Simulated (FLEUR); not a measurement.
# HfC (Fm-3m) in FLEUR: further runs

One crystal, HfC, is run at these levels: PBEsol; tasks: single point.

All numbers are computed with FLEUR MaX-R8.1 (later development tree); they aren't measurements. Logs are shortened: lines on timing, memory, paths and dates and some standing lists are left out, and cuts for length are marked.

### Step 1. Starting point

It takes space group Fm-3m (No. 225, cubic). The conventional cell has a = 4.650 Å, b = 4.650 Å, c = 4.650 Å, α = 90.00°, β = 90.00°, γ = 90.00°. Around Hf (site symmetry m-3m) lie 6 C at 2.33 Å. C (site symmetry m-3m) is surrounded by 6 Hf at 2.33 Å.

### Step 2. Single point, PBEsol

Input file inp.xml:

```xml
<?xml version="1.0" encoding="UTF-8" standalone="no"?>
<fleurInput fleurInputVersion="0.39">
   <comment>
      HfC                                                                                                 
   </comment>
   <calculationSetup>
      <cutoffs Kmax="4.77" Gmax="14.8" GmaxXC="14.8" numbands="0"/>
      <scfLoop itmax="60" minDistance="0.00001" maxIterBroyd="15" imix="Anderson" alpha="0.05" precondParam="0.0" spinf="2.0" sdNocoIR="T"/>
      <coreElectrons ctail="T" frcor="F" kcrel="0" coretail_lmax="0"/>
      <xcFunctional name="PBEs" relativisticCorrections="F"/>
      <magnetism jspins="1"/>
      <soc l_soc="F" theta="0.0" phi="0.0" spav="F"/>
      <expertModes spex="0" secvar="F"/>
      <geometryOptimization l_f="T" forcealpha="1.0" forcemix="BFGS" epsdisp="0.0005" epsforce="0.0002"/>
      <ldaU l_linMix="F" mixParam="0.05" spinf="1.0"/>
   </calculationSetup>
   <cell>
      <bzIntegration valenceElectrons="30.0" mode="hist" fermiSmearingEnergy="0.00183747">
         <kPointListSelection listName="default-1"/>
         <!-- k-points included here -->
         <xi:include xmlns:xi="http://www.w3.org/2001/XInclude" href="kpts.xml"> </xi:include>
      </bzIntegration>
      <!-- symmetry operations included here -->
      <xi:include xmlns:xi="http://www.w3.org/2001/XInclude" href="sym.xml"> </xi:include>
      <bulkLattice scale="1.0">
         <bravaisMatrix>
            <row-1>    0.0000000000000000     4.3936132396950001     4.3936132396950001</row-1>
            <row-2>    4.3936132396950001     0.0000000000000000     4.3936132396950001</row-2>
            <row-3>    4.3936132396950001     4.3936132396950001     0.0000000000000000</row-3>
         </bravaisMatrix>
      </bulkLattice>
   </cell>
   <atomSpecies>
      <species name="Hafnium (Hf)" element="Hf" atomicNumber="72">
         <mtSphere radius="2.44" gridPoints="829" logIncrement="0.016"/>
         <atomicCutoffs lmax="10" lnonsphr="10"/>
         <electronConfig flipSpins="F">
            <coreConfig>(1s1/2) (2s1/2) (2p1/2) (2p3/2) (3s1/2) (3p1/2) (3p3/2) (4s1/2) (3d3/2) (3d5/2) (4p1/2) (4p3/2) (4d3/2) (4d5/2)</coreConfig>
            <valenceConfig>(5s1/2) (5p1/2) (5p3/2) (6s1/2) (4f5/2) (4f7/2) (5d3/2) (5d5/2)</valenceConfig>
            <stateOccupation state="(5d3/2)" spinUp="0.400000" spinDown="0.400000"/>
            <stateOccupation state="(5d5/2)" spinUp="0.600000" spinDown="0.600000"/>
         </electronConfig>
         <energyParameters s="6" p="6" d="5" f="4"/>
         <lo type="SCLO" l="0" n="5" eDeriv="0"/>
         <lo type="SCLO" l="1" n="5" eDeriv="0"/>
         <lo type="SCLO" l="2" n="5" eDeriv="2"/>
         <lo type="SCLO" l="3" n="4" eDeriv="2"/>
      </species>
      <species name="Carbon (C)" element="C" atomicNumber="6">
         <mtSphere radius="1.51" gridPoints="517" logIncrement="0.02"/>
         <atomicCutoffs lmax="8" lnonsphr="8"/>
         <electronConfig flipSpins="F">
            <coreConfig>(1s1/2)</coreConfig>
            <valenceConfig>(2s1/2) (2p1/2) (2p3/2)</valenceConfig>
            <stateOccupation state="(2p1/2)" spinUp="0.333333" spinDown="0.333333"/>
            <stateOccupation state="(2p3/2)" spinUp="0.666667" spinDown="0.666667"/>
         </electronConfig>
         <energyParameters s="2" p="2" d="3" f="4"/>
         <lo type="SCLO" l="0" n="2" eDeriv="2"/>
         <lo type="SCLO" l="1" n="2" eDeriv="2"/>
         <lo type="SCLO" l="2" n="3" eDeriv="2"/>
      </species>
   </atomSpecies>
   <atomGroups>
      <atomGroup species="Hafnium (Hf)">
         <relPos label="                   1">1.000/2.000 1.000/2.000 1.000/2.000</relPos>
         <force calculate="T" relaxXYZ="TTT"/>
      </atomGroup>
      <atomGroup species="Carbon (C)">
         <relPos label="                   2">.0000000000 .0000000000 .0000000000</relPos>
         <force calculate="T" relaxXYZ="TTT"/>
      </atomGroup>
   </atomGroups>
   <output dos="F" band="F" slice="F">
      <checks vchk="F" cdinf="F"/>
      <bandDOS minEnergy="-.5*Htr" maxEnergy="0.5*Htr" sigma="0.015" storeEVData="T"/>
      <vacuumDOS vacdos="F" integ="F" star="F" nstars="0" locx1="0.0" locy1="0.0" locx2="0.0" locy2="0.0" nstm="0" tworkf="0.0"/>
      <unfoldingBand unfoldBand="F" supercellX="1" supercellY="1" supercellZ="1"/>
      <plotting iplot="0" polar="F">
         <plot TwoD="T" vec1="  1.0  0.0  0.0" vec2="  0.0  1.0  0.0" vec3="  0.0  0.0  1.0" zero="  0.0  0.0  0.0" file="plot"/>
      </plotting>
      <chargeDensitySlicing numkpt="0" minEigenval="0.0" maxEigenval="0.0" nnne="0" pallst="F"/>
      <specialOutput eonly="F"/>
      <moessbauerParams electricFieldGradient="T" isomerShift="T" coreHyperfine="T" valenceHyperfine="T"/>
      <magneticCircularDichroism mcd="F" energyLo="-10.0" energyUp="0.0"/>
   </output>
  <!-- We include the file relax.xml here to enable relaxations (see documentation) -->
  <xi:include xmlns:xi="http://www.w3.org/2001/XInclude" href="relax.xml"> <xi:fallback/> </xi:include>
</fleurInput>
```

Input file crystal.txt:

```
HfC
&input cartesian=F /
0.0000000000  2.3250000000  2.3250000000
2.3250000000  0.0000000000  2.3250000000
2.3250000000  2.3250000000  0.0000000000
1.8897261246
1.0 1.0 1.0

2
72 0.5000000000  0.5000000000  0.5000000000
6 0.0000000000  0.0000000000  0.0000000000

&kpt div1=10 div2=10 div3=10 gamma=T /
```

Potentials or basis: all-electron, FLAPW.

Launch:

```
$ inpgen -f crystal.txt -profile fastHighL
$ # inp.xml edited to the form shown
$ fleur_MPI
```

Output:

```text
Welcome to FLEUR        (www.flapw.de)
      MaX-Release 8.1          (www.max-centre.eu)

 ========== k-point set info ==========
 Selected k-point list: default-1
 k-point list type: mesh
 10 x 10 x 10
 Number of k points: 47

 ------------Calculation Setup---------------------------
 Number of MPI-tasks      :            1
 Number of PE/node        :            1
 Number of OMP-threads    :            1
 Most efficient MPI parallelization for:
           1          47
 Additional eigenvalue parallelization possible
 Number of basis functions:          387
 Approximate size of matrices (H+S) per k-point:         0.002 GB
 --------------------------------------------------------
 Iteration:     1   Distance:      23.43892976 me/bohr^3
 Iteration:     2   Distance:      19.67624581 me/bohr^3
 Iteration:     3   Distance:       7.38716052 me/bohr^3
 Iteration:     4   Distance:       5.20786006 me/bohr^3
 Iteration:     5   Distance:       3.52229344 me/bohr^3
 Iteration:     6   Distance:       0.62500408 me/bohr^3
 Iteration:     7   Distance:       0.37409516 me/bohr^3
 Iteration:     8   Distance:       0.11963117 me/bohr^3
 Iteration:     9   Distance:       0.08234508 me/bohr^3
 Iteration:    10   Distance:       0.00911065 me/bohr^3
 Iteration:    11   Distance:       0.01098310 me/bohr^3
 Iteration:    12   Distance:       0.00097082 me/bohr^3
 Iteration:    13   Distance:       0.00010561 me/bohr^3
 Iteration:    14   Distance:       0.00004248 me/bohr^3
 Iteration:    15   Distance:       0.00000244 me/bohr^3

 ********************************************************************
 Run finished successfully
 Stop message:
   Structural relaxation: Done
 ********************************************************************
```

out.xml (last iteration):

```text
<iteration numberForCurrentRun="   16" overallNumber="   16">
         <energyParameters units="Htr">
            <atomicEP atomType="1" spin="1" branch="6s" branchLowest="-1.72" branchHighest="2.54" value="0.3004898602"/>
            <atomicEP atomType="1" spin="1" branch="6p" branchLowest="-0.48" branchHighest="3.52" value="0.4287154537"/>
            <atomicEP atomType="1" spin="1" branch="5d" branchLowest="-6.87" branchHighest="1.16" value="0.4628818243"/>
            <atomicEP atomType="1" spin="1" branch="4f" branchLowest="-9.99" branchHighest="0.09" value="0.1070395526"/>
            <loAtomicEP atomType="1" spin="1" branch="5s" branchLowest="-18.08" branchHighest="-1.72" value="-1.7587457648"/>
            <loAtomicEP atomType="1" spin="1" branch="5p" branchLowest="-13.18" branchHighest="-0.48" value="-0.6285010585"/>
            <loAtomicEP atomType="1" spin="1" branch="5d" branchLowest="-6.87" branchHighest="1.16" value="0.4606449328"/>
            <loAtomicEP atomType="1" spin="1" branch="4f" branchLowest="-9.99" branchHighest="0.09" value="0.0856818849"/>
            <atomicEP atomType="2" spin="1" branch="2s" branchLowest="-9.19" branchHighest="1.99" value="-0.0062526412"/>
            <atomicEP atomType="2" spin="1" branch="2p" branchLowest="-9.99" branchHighest="1.89" value="0.2156292134"/>
            <atomicEP atomType="2" spin="1" branch="3d" branchLowest="-9.99" branchHighest="5.67" value="0.4372652291"/>
            <atomicEP atomType="2" spin="1" branch="4f" branchLowest="-9.99" branchHighest="9.44" value="0.5974773999"/>
            <loAtomicEP atomType="2" spin="1" branch="2s" branchLowest="-9.19" branchHighest="1.99" value="-0.0062526412"/>
            <loAtomicEP atomType="2" spin="1" branch="2p" branchLowest="-9.99" branchHighest="1.89" value="0.2156058366"/>
            <loAtomicEP atomType="2" spin="1" branch="3d" branchLowest="-9.99" branchHighest="5.67" value="0.4372663782"/>
         </energyParameters>
         <eigenvalues>
            <eigenvaluesAt spin="1" ikpt="1" k_x="0.00000000" k_y="0.00000000" k_z="0.00000000">
                      -1.7601362746       -0.5998913795       -0.5998913795       -0.5998913795        0.0322595610
                       0.0779564494        0.0783301115        0.0783301115        0.0783301115        0.0813029957
                       0.0813029957        0.0813029957        0.5241097946        0.5241097946        0.5241097946
                       0.5328833869        0.5328833869        0.5328833869        0.6070270398        0.6070270398
                       0.7334450405        0.8863070577        1.3789078746        1.3789078746
            </eigenvaluesAt>
            <eigenvaluesAt spin="1" ikpt="2" k_x="0.00000000" k_y="0.00000000" k_z="0.10000000">
                      -1.7599939122       -0.6024534026       -0.6001388676       -0.6001388676        0.0411955212
                       0.0780914157        0.0785455545        0.0785455545        0.0785804473        0.0811033683
                       0.0811033683        0.0813131767        0.4717035236        0.4861098385        0.4861098385
                       0.5484499261        0.5484499261        0.5633553872        0.6483470499        0.6483470499
                       0.7535929536        0.9113675892        1.2771422827        1.3203795576
            </eigenvaluesAt>
            <eigenvaluesAt spin="1" ikpt="3" k_x="0.00000000" k_y="0.00000000" k_z="0.20000000">
                      -1.7596207066       -0.6089915086       -0.6007844933       -0.6007844933        0.0638897858
                       0.0784658646        0.0791095524        0.0791095524        0.0806107578        0.0806107578
                       0.0813353660        0.0816343153        0.4062412133        0.4397858151        0.4397858151
                       0.5757552284        0.5757552284        0.5832432392        0.7216041276        0.7216041276
                       0.7956877228        0.9704474866        1.1686987713        1.2151498065
            </eigenvaluesAt>
            <eigenvaluesAt spin="1" ikpt="4" k_x="0.00000000" k_y="0.00000000" k_z="0.30000000">
                      -1.7591583353       -0.6167612242       -0.6015778506       -0.6015778506        0.0739388852
                       0.0789850657        0.0796163343        0.0796163343        0.0802664632        0.0802664632
                       0.0813625825        0.1091393303        0.3426624305        0.4036527683        0.4036527683
[... 28 lines left out ...]
            <state n="4" l="2" j="1.5" energy="-7.1126760551" weight="2.0000000000"/>
            <state n="4" l="2" j="2.5" energy="-6.7189105117" weight="3.0000000000"/>
         </coreStates>
         <coreStates atomType="     2" atomicNumber="  6" spin="1" kinEnergy="     31.7450289654" eigValSum="    -18.3797004286" lostElectrons=" 0.000047">
            <state n="1" l="0" j="0.5" energy="-9.1898502143" weight="1.0000000000"/>
         </coreStates>
         <allElectronCharges>
            <spinDependentCharge spin="1" total="78.0000000" interstitial="3.9586636" mtSpheres="74.0413364"/>
            <totalCharge value="77.9999999967"/>
         </allElectronCharges>
         <moessbauerParams unitsHFF="kG" unitsIS="e/bohr^3" unitsEFG="Htr/bohr^2">
            <coreIsomerShift atomType="1" isTotal="1280497.50875">
               <shell n="1" l="0" isomerShift="1075904.60442"/>
               <shell n="2" l="0" isomerShift="151307.90554"/>
               <shell n="2" l="1" isomerShift="8621.89925"/>
               <shell n="3" l="0" isomerShift="33733.36846"/>
               <shell n="3" l="1" isomerShift="2144.40219"/>
               <shell n="4" l="0" isomerShift="8272.60235"/>
               <shell n="3" l="2" isomerShift="0.00081"/>
               <shell n="4" l="1" isomerShift="512.72553"/>
               <shell n="4" l="2" isomerShift="0.00020"/>
            </coreIsomerShift>
            <coreIsomerShift atomType="2" isTotal="123.11215">
               <shell n="1" l="0" isomerShift="123.11215"/>
            </coreIsomerShift>
            <isomerShift atomType="1" nucleusRadius="0.0001330" averageDensity="1281927.60330"/>
            <isomerShift atomType="2" nucleusRadius="0.0000541" averageDensity="127.90791"/>
            <electricFieldGradient atomType="1" VXX="0.00000" VYY="0.00000" VZZ="0.00000" asymParam="0.00000">
            </electricFieldGradient>
            <electricFieldGradient atomType="2" VXX="0.00000" VYY="0.00000" VZZ="0.00000" asymParam="0.00000">
            </electricFieldGradient>
         </moessbauerParams>
         <totalEnergy                                    value="   -15131.3072794054" units="Htr">
            <sumOfEigenvalues                            value="    -9234.1437866932">
               <coreElectrons value="-9230.6314230163"/>
               <valenceElectrons value="-3.5123636769"/>
            </sumOfEigenvalues>
            <densityCoulombPotentialIntegral value="-25746.9296644772"/>
            <densityEffectivePotentialIntegral value="-26155.8743286983"/>
            <chargeDenXCDenIntegral value="-310.6037498052"/>
            <FockExchangeEnergyValence value="0.0000000000"/>
            <FockExchangeEnergyCore value="0.0000000000"/>
            <atomTypeDependentContributions atomType="1">
               <electronNucleiInteractionDifferentMTs value="18774.6143171391"/>
               <MadelungTerm value="-48.1333274339"/>
            </atomTypeDependentContributions>
            <atomTypeDependentContributions atomType="2">
               <electronNucleiInteractionDifferentMTs value="42.1093897802"/>
               <MadelungTerm value="-4.1122050135"/>
            </atomTypeDependentContributions>
            <tkbTimesEntropy value="0.0001015197"/>
            <freeEnergy value="-15131.3073809251"/>
            <extrapolationTo0K value="-15131.3073301652"/>
         </totalEnergy>
         <totalForcesOnRepresentativeAtoms units="Htr/bohr">
            <forceTotal atomType="1" x="4.393613" y="4.393613" z="4.393613" F_x="0.00000000" F_y="0.00000000" F_z="0.00000000"/>
            <forceTotal atomType="2" x="0.000000" y="0.000000" z="0.000000" F_x="0.00000000" F_y="0.00000000" F_z="0.00000000"/>
         </totalForcesOnRepresentativeAtoms>
      </iteration>
```

Run time: 54 s. Hardware: 1 thread of Intel Xeon 6975P-C (Granite Rapids), shared host; peak memory 0.07 GiB.

What came out:

```yaml
Free_energy: -411743.8495 eV
Band_gap_on_the_k_mesh: none (metal or under the smearing width)
Valence_electrons_inside_the_program's_atomic_spheres: Hf 23.64; C 2.40 (radii Hf 2.44, C 1.51 bohr)
```

Core levels (eV from the Fermi level):
| atom | levels |
| --- | --- |
| 1 Hf | 1s1/2 -65171.3, 2s1/2 -11134.0, 2p1/2 -10633.7, 2p3/2 -9442.5, 3s1/2 -2532.2, 3p1/2 -2310.5, 3p3/2 -2055.2, 4s1/2 -505.3, 3d3/2 -1680.0, 3d5/2 -1624.3, 4p1/2 -414.5, 4p3/2 -356.0, 4d3/2 -206.8, 4d5/2 -196.1 |
| 2 C | 1s1/2 -263.3 |

The run has no spin-orbit coupling, so splittings on Hf are missing.

### Step 3. Single point, PBEsol (atoms moved at random, drawn with an rms of 0.05 Å)

inp.xml: that of step 2 with these lines changed.

```diff
@@ -34,3 +34,3 @@
       <species name="Hafnium (Hf)" element="Hf" atomicNumber="72">
-         <mtSphere radius="2.44" gridPoints="829" logIncrement="0.016"/>
+         <mtSphere radius="2.44" gridPoints="817" logIncrement="0.016"/>
          <atomicCutoffs lmax="10" lnonsphr="10"/>
@@ -49,3 +49,3 @@
       <species name="Carbon (C)" element="C" atomicNumber="6">
-         <mtSphere radius="1.51" gridPoints="517" logIncrement="0.02"/>
+         <mtSphere radius="1.51" gridPoints="507" logIncrement="0.02"/>
          <atomicCutoffs lmax="8" lnonsphr="8"/>
@@ -65,3 +65,3 @@
       <atomGroup species="Hafnium (Hf)">
-         <relPos label="                   1">1.000/2.000 1.000/2.000 1.000/2.000</relPos>
+         <relPos label="                   1">.4887240000 -.4916750000 .4884190000</relPos>
          <force calculate="T" relaxXYZ="TTT"/>
@@ -69,3 +69,3 @@
       <atomGroup species="Carbon (C)">
-         <relPos label="                   2">.0000000000 .0000000000 .0000000000</relPos>
+         <relPos label="                   2">-.0098520000 .0191000000 -.0063350000</relPos>
          <force calculate="T" relaxXYZ="TTT"/>
```

crystal.txt: that of step 2 with these lines changed.

```diff
@@ -9,4 +9,4 @@
 2
-72 0.5000000000  0.5000000000  0.5000000000
-6 0.0000000000  0.0000000000  0.0000000000
+72 0.4887240000  0.5083250000  0.4884190000
+6 -0.0098520000  0.0191000000  -0.0063350000
```

Potentials or basis: all-electron, FLAPW.

Launch:

```
$ inpgen -f crystal.txt -profile fastHighL
$ # inp.xml edited to the form shown
$ fleur_MPI
```

Wall time 20 min (1 thread of Intel Xeon 6975P-C (Granite Rapids), shared host); peak memory 0.24 GiB.

The run converged. Its results:

* Free energy: -411743.8402 eV
* Largest force: 0.371 eV/Å
* Band gap on the k mesh: none (metal or under the smearing width)
* Valence electrons inside the program's atomic spheres: Hf 23.65; C 2.40 (radii Hf 2.44, C 1.51 bohr)

Forces on the atoms (eV/Å):
```
Hf   0.279  0.117  0.214
C   -0.279 -0.117 -0.214
```

Levels at points of the mesh, in eV from the Fermi level:
| k point | band 12 | band 13 | band 14 | band 15 | band 16 | band 17 | band 18 | band 19 |
| --- | --- | --- | --- | --- | --- | --- | --- | --- |
| (0.00, 0.00, 0.00) | -11.03 | 0.78 | 0.85 | 0.94 | 1.28 | 1.41 | 1.51 | 3.30 |
| (0.00, 0.00, 0.50) | -8.43 | -6.25 | -3.08 | -3.07 | 5.19 | 5.20 | 5.66 | 6.46 |
| (0.00, 0.50, 0.00) | -8.44 | -6.25 | -3.08 | -3.07 | 5.19 | 5.20 | 5.66 | 6.47 |
| (0.00, 0.50, 0.50) | -10.45 | -2.67 | -1.94 | -0.12 | -0.08 | 5.21 | 6.63 | 6.63 |
| (0.50, 0.00, 0.00) | -8.43 | -6.25 | -3.08 | -3.07 | 5.19 | 5.20 | 5.66 | 6.45 |
| (0.50, 0.00, 0.50) | -10.45 | -2.67 | -1.96 | -0.12 | -0.05 | 5.22 | 6.63 | 6.63 |
| (0.50, 0.50, 0.00) | -10.45 | -2.67 | -1.95 | -0.12 | -0.07 | 5.22 | 6.63 | 6.63 |
| (0.50, 0.50, 0.50) | -8.44 | -6.25 | -3.08 | -3.08 | 5.20 | 5.20 | 5.66 | 6.49 |

Core levels (eV from the Fermi level):
```tsv
atom	levels
1 Hf	1s1/2 -65171.3, 2s1/2 -11134.0, 2p1/2 -10633.8, 2p3/2 -9442.5, 3s1/2 -2532.2, 3p1/2 -2310.5, 3p3/2 -2055.2, 4s1/2 -505.3, 3d3/2 -1680.0, 3d5/2 -1624.3, 4p1/2 -414.5, 4p3/2 -356.0, 4d3/2 -206.8, 4d5/2 -196.1
2 C	1s1/2 -263.3
```
